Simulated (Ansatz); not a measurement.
A run of Ansatz 0.2.0:

Contents of input.yaml:

```yaml
crystal:
  lattice:
    - [0.0, 2.731, 2.731]
    - [2.731, 0.0, 2.731]
    - [2.731, 2.731, 0.0]
  atoms:
    - { symbol: Ca, position: [0.0, 0.0, 0.0] }
    - { symbol: F, position: [0.75, 0.75, 0.75] }
    - { symbol: F, position: [0.25, 0.25, 0.25] }
hamiltonian:
  xc: pbesol
  pseudopotentials: { kind: paw }
kpoints:
  mp_grid: { grid: [6, 6, 6] }
scf:
  occupations: { method: fixed }
output:
  forces: true
  stress: true
elastic:
  mode: clamped_ion
  stencil: two_point
```

Potentials or basis: Ansatz PAW.

The run is started by

```sh
$ ansatz run input.yaml --threads 2 --pin off --max-ram 5632MiB --backend cpu --events-out ev --progress --plain --runs-dir out
```

Hardware: 2 threads of Arm Neoverse V1, with other jobs on the host.

**Question.** How long does it take, and how much memory?

**Answer.** Wall time 3.9 s on 2 threads of Arm Neoverse V1 (shared host), peak memory 0.31 GiB. Counts: scf iterations 38, plane waves 821, k points 16, bands 16.
